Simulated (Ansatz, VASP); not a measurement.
# Sn: VASP beside Ansatz

```
CELL_PARAMETERS angstrom
-1.75255 1.75255 1.89465
1.75255 -1.75255 1.89465
1.75255 1.75255 -1.89465
ATOMIC_POSITIONS crystal
Sn 0.00000 0.00000 0.00000
```

Change from the starting cell: strain -0.0750 x Voigt [1, 1, 0, 0, 0, 0], atoms carried along.

Alike in both runs: task single point; functional PBEsol; k mesh 18 × 18 × 18; occupations gaussian, width 0.15 eV; no spin polarisation.

```csv
,VASP,Ansatz
version,VASP 6.6.1,Ansatz 0.2.0
potentials or method,"VASP PAW PBE potentials, release 64 (Sn_d)","scalar-relativistic, plane waves, PAW"
plane-wave cutoff (eV),520,420
valence electrons in the cell,14,14
```

```tsv
	VASP	Ansatz	Ansatz less VASP
gap on the k mesh at the Fermi level (eV)	none	none	-
pressure (GPa)	8.8	8.8	+0.04
largest component of the traceless stress (GPa)	0.18	0.18	-0.004
```

A gap of «none» marks a metal or a gap that the smearing closes.

Caveats: the PAW data sets were made with another functional, which shifts forces and pressure a little (VASP).
